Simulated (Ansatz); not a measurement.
## Cl under changes of volume

One of the cells (29.048 Å³/atom); the others are scaled copies at fixed shape and fractional positions:

```
CELL_PARAMETERS angstrom
3.14500 -2.25000 0.00000
3.14500 2.25000 0.00000
0.00000 0.00000 8.21000
ATOMIC_POSITIONS crystal
Cl 0.37000 0.63000 0.40000
Cl 0.13000 0.87000 0.90000
Cl 0.63000 0.37000 0.60000
Cl 0.87000 0.13000 0.10000
```

```yaml
Program: Ansatz 0.2.0
Functional: PBE
Potentials_or_basis: Ansatz PAW
Cutoff: "420 eV (not typed: the program's choice for these potentials)"
k_mesh: 7 × 7 × 4
Occupations: fermi-dirac, width 0.05 eV
Spin: no spin polarisation
```

| volume (Å³/atom) | energy over the lowest point (meV/atom) | pressure (GPa) | gap on the mesh (eV) | largest force (eV/Å) |
| --- | --- | --- | --- | --- |
| 27.305 | ? | ? | ? | ? |
| 27.886 | 10.67 | 2.0 | 2.64 | 0.542 |
| 28.467 | 4.85 | 1.3 | 2.57 | 0.289 |
| 29.048 | 1.37 | 0.7 | 2.49 | 0.098 |
| 29.629 | 0.00 | 0.1 | 2.42 | 0.212 |
| 30.210 | 0.52 | -0.4 | 2.35 | 0.410 |
| 30.791 | 2.73 | -0.8 | 2.29 | 0.600 |

Q: What does the run at 27.305 Å³/atom give?

A: Energy over the lowest point 19.09 meV/atom; pressure 2.7 GPa; gap on the mesh 2.72 eV; largest force 0.819 eV/Å.

Worked out: A Birch-Murnaghan fit of order 3 (a polynomial in V^(-2/3)) to the other rows has its minimum at 29.75 Å³/atom with B0 = V·E''(V) = 26 GPa and B' = 4.5 at fixed shape and positions, which overstates the stiffness. It gives 19.11 meV/atom at 27.305 Å³/atom, against the run's 19.09, and -dE/dV = 2.7 GPa, against 2.7. A straight line through the other rows of the gap, of slope -3.58 eV per unit of ln V, extrapolates to 2.71 eV, against the run's 2.72.

Energies are extrapolated to zero smearing.

Caveats: odd divisions of the mesh miss points on the zone boundary, where band edges often lie, so the gap on the mesh can be too wide.

A mesh can miss the band edges.
